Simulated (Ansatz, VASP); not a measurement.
# One calculation of Mo, two programs

```
Mo
1.0
     3.67159    0.00000    0.00000
    -1.83580    3.17969    0.00000
     0.00000    0.00000    4.16555
Mo
3
Direct
  0.22540 0.00000 0.33333
  0.00000 0.22540 0.66667
  0.77460 0.77460 0.00000
```

Alike in both runs: task single point; functional r2SCAN; k mesh 6 × 6 × 4; occupations gaussian, width 0.1 eV; no spin polarisation.

|  | VASP | Ansatz |
| --- | --- | --- |
| version | VASP 6.6.1 | Ansatz 0.2.0 |
| potentials or method | VASP PAW PBE potentials, release 64 (Mo_sv) | scalar-relativistic, plane waves, PAW |
| plane-wave cutoff (eV) | 520 | 500 |
| valence electrons in the cell | 42 | 42 |

Ansatz gave:

| Quantity | Value |
| --- | --- |
| gap on the k mesh at the Fermi level (eV) | none |
| rms of the force components (eV/Å) | 6.265 |

**Question.** Estimate VASP's values.

**Answer.** gap on the k mesh at the Fermi level (eV): none; rms of the force components (eV/Å): 6.804.

Atom by atom the forces differ by 0.538 eV/Å (rms over components). A gap of «none» marks a metal or a gap that the smearing closes.

Caveats: the k mesh is coarse (spacing up to 0.38 Å⁻¹), so the values aren't converged; the PAW data sets were made with another functional, which shifts forces and pressure a little (VASP).
